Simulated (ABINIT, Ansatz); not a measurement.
## Cost and result for the electronic dielectric constant of InP

```
In P
1.0
     0.00000    2.93050    2.93050
     2.93050    0.00000    2.93050
     2.93050    2.93050    0.00000
In P
1 1
Direct
  0.00000 0.00000 0.00000
  0.75000 0.75000 0.75000
```

```csv
rung,level,program and potentials,cutoff (eV),k mesh,smearing,task,core time,chip,electronic dielectric constant,notes
LDA,LDA,"Ansatz, Ansatz PAW",420,8 × 8 × 8,fixed,Born charges and dielectric tensor,57 s,Intel Xeon,12.00,"potentials made for PBE, which Ansatz adapts in part; 9 valence electrons an atom on average"
LDA,LDA,"ABINIT, PseudoDojo NC SR LDA v0.4.1 standard",844,"4 × 4 × 4, 4 shifts",fixed,dielectric tensor,9.1 min,Arm Neoverse V2,12.60,9 valence electrons an atom on average
GGA,PBEsol,"ABINIT, PseudoDojo NC SR PBEsol v0.4.1 standard",844,"4 × 4 × 4, 4 shifts",fixed,dielectric tensor,14 min,Intel Xeon,12.03,9 valence electrons an atom on average
GGA,PBE,"ABINIT, PseudoDojo NC SR PBE v0.4 stringent",1007,"4 × 4 × 4, 4 shifts",fixed,dielectric tensor,17 min,Arm Neoverse V1,11.44,13 valence electrons an atom on average
GGA,PBE,"ABINIT, PseudoDojo NC SR PBE v0.4.1 standard",952,"4 × 4 × 4, 4 shifts",fixed,dielectric tensor,17 min,Arm Neoverse V1,11.47,9 valence electrons an atom on average
GGA,PBEsol,"ABINIT, PseudoDojo NC SR PBEsol v0.4 stringent",1007,"4 × 4 × 4, 4 shifts",fixed,dielectric tensor,18 min,Arm Neoverse V1,12.00,13 valence electrons an atom on average
```

Times are single runs on shared hosts and different chips, so they are rough; meshes, cutoffs and the tasks' sizes weigh on the time. All rows: no spin polarisation. Smearing widths are in eV. The cell comes from a database and isn't always the measured one. Meshes differ between rows, which moves values too. All levels ran on this one cell, unrelaxed unless noted. Meshes are those of the run's cell of 2 atoms unless a note names another. Ansatz refines the mesh for the field response beyond the one shown. Misses use the values as printed. Runs on faulty files, with rough fits or with known faults for this quantity aren't shown. No row holds spin-orbit coupling.

Measured: 9.61 at 300 K (a printed reference work).

Task: Which of the timed runs is the cheapest that comes within 8 % of the measured electronic dielectric constant?

Result: None of them does; the nearest misses by +19.0 %. The runs are for a static lattice, while measurements hold temperature and zero-point motion.
